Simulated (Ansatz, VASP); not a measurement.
**Two plane-wave programs on Zr**

```
Zr
1.0
     4.96794    0.00000    0.00000
    -2.48397    4.30236    0.00000
     0.00000    0.00000    3.11887
Zr
3
Direct
  0.00000 0.00000 0.00000
  0.33333 0.66667 0.50000
  0.66667 0.33333 0.50000
```

Alike in both runs: functional PBEsol; k mesh 6 × 6 × 6; occupations gaussian, width 0.1 eV; no spin polarisation.

Ansatz relaxed the structure, and its values are those at the end. VASP's run is a single point on that final structure, the one shown.

|  | VASP | Ansatz |
| --- | --- | --- |
| version | VASP 6.6.1 | Ansatz 0.2.0 |
| potentials or method | VASP PAW PBE potentials, release 64 (Zr_sv) | scalar-relativistic, plane waves, PAW |
| plane-wave cutoff (eV) | 520 | 420 |
| valence electrons in the cell | 36 | 36 |

```csv
,VASP,Ansatz,Ansatz less VASP
gap on the k mesh at the Fermi level (eV),none,none,-
pressure (GPa),0.0,-0.1,-0.08
```

A gap of «none» marks a metal or a gap that the smearing closes.

Caveats: the PAW data sets were made with another functional, which shifts forces and pressure a little (VASP).
